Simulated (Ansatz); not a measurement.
# Molecular dynamics of CaF2 (fluorite structure)

Computed with Ansatz (plane waves, PAW, 420 eV cutoff): PBE, scalar-relativistic, no spin polarisation, Γ-centred 4×4×4 mesh, 0.05 eV Gaussian smearing. The datasets are Ansatz's generated set soft_2.

The start was a prototype's sites filled with these elements; the Crystallography Open Database holds the compound in this structure.

A 2×2×1 supercell of the relaxed crystal (12 atoms) starts from its ideal positions with Maxwell–Boltzmann velocities for 1200 K; NVE (no thermostat), time step 3.0 fs.

```xyz
12
Lattice="0.000 5.511 5.511 5.511 0.000 5.511 2.755 2.755 0.000" Properties=species:S:1:pos:R:3 pbc="T T T"
Ca    0.000    0.000    0.000
F     1.378    1.378    1.378
F     4.133    4.133    4.133
Ca    2.755    0.000    2.755
F     4.133    1.378    4.133
F     6.889    4.133    6.889
Ca    0.000    2.755    2.755
F     1.378    4.133    4.133
F     4.133    6.889    6.889
Ca    2.755    2.755    5.511
F     4.133    4.133    6.889
F     6.889    6.889    9.644
```

Question: How do temperature, potential energy and pressure develop over the first steps?

Answer: Kinetic energy flows into the lattice: the temperature goes from 1200 K to a minimum of 309 K at 30 fs and stands at 454 K after 60 fs, with the potential energy 89 meV/atom over the start. All atoms start at the bottom of their wells, so equipartition hands about half of the kinetic energy to the potential: the mean over the second half of the steps is 396 K against 600 K for an even split. The run is far too short for thermal averages. The temperature counts 3N − 3 degrees of freedom, and the pressure holds the kinetic part.

```tsv
t (fs)	T (K)	E_pot − E_pot(0) (meV/atom)	P (GPa)	rms shift (Å)	drift of the conserved energy (meV/atom)
0.0	1200	0.0	1.19	0.000	0.00
6.0	1095	12.6	1.40	0.067	0.12
12.0	833	43.9	1.93	0.127	0.37
18.0	540	78.8	2.56	0.177	0.63
24.0	349	101.6	3.09	0.213	0.73
30.0	309	106.2	3.45	0.236	0.61
36.0	364	99.5	3.70	0.250	0.41
42.0	415	93.3	3.95	0.257	0.32
48.0	418	93.1	4.18	0.259	0.40
54.0	409	94.2	4.21	0.258	0.54
60.0	454	89.0	3.94	0.251	0.55
```

Question: At t = 57.0 fs the atoms stand as follows. Give the forces (eV/Å).
```xyz
12
Lattice="0.000 5.511 5.511 5.511 0.000 5.511 2.755 2.755 0.000" Properties=species:S:1:pos:R:3 pbc="T T T"
Ca   -0.236    0.185    0.009
F     1.216    1.671    1.453
F     4.427    3.873    4.305
Ca    2.872   -0.090    2.687
F     4.203    1.187    3.856
F     6.937    4.364    6.845
Ca    0.021    2.703    2.799
F     1.530    4.161    4.110
F     3.944    6.980    6.785
Ca    2.679    2.627    5.498
F     4.227    4.183    7.135
F     6.950    6.826    9.659
```

Answer: 
```
atom     Fx     Fy     Fz
 Ca1   1.25  -0.91  -0.08
  F2   0.89  -0.95  -0.73
  F3  -0.89   0.00  -0.03
 Ca4  -1.05   0.30   0.01
  F5   0.29   0.71   0.61
  F6  -0.56  -0.34  -0.26
 Ca7  -0.38   1.09   1.01
  F8  -0.06  -0.82   0.01
  F9   0.41  -0.06  -0.23
Ca10   0.12   0.93   0.19
 F11   0.22  -0.14  -1.24
 F12  -0.24   0.19   0.74
```

